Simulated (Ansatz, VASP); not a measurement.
Two plane-wave programs on Ir

```
CELL_PARAMETERS angstrom
1.35626 0.78304 4.75937
-1.35626 0.78304 4.75937
0.00000 -1.56608 4.75937
ATOMIC_POSITIONS crystal
Ir 0.08928 0.08928 0.08928
Ir 0.91072 0.91072 0.91072
```

Alike in both runs: functional PBE; k mesh 6 × 6 × 6; occupations gaussian, width 0.1 eV; no spin polarisation.

Ansatz relaxed the structure, and its values are those at the end. VASP's run is a single point on that final structure, the one shown.

|  | VASP | Ansatz |
| --- | --- | --- |
| version | VASP 6.6.1 | Ansatz 0.2.0 |
| potentials or method | VASP PAW PBE potentials, release 64 (Ir) | scalar-relativistic, plane waves, PAW |
| plane-wave cutoff (eV) | 520 | 420 |
| valence electrons in the cell | 18 | 34 |

```tsv
	VASP	Ansatz	Ansatz less VASP
gap on the k mesh at the Fermi level (eV)	none	none	-
pressure (GPa)	0.3	0.0	-0.33
rms of the force components (eV/Å)	0.020	0.000	-0.0197
```

A gap of «none» marks a metal or a gap that the smearing closes. The two sets of potentials don't hold the same shells in valence.

Caveats: the k mesh is coarse (spacing up to 0.45 Å⁻¹), so the values aren't converged. The runs have no spin-orbit coupling, so splittings on Ir are missing.
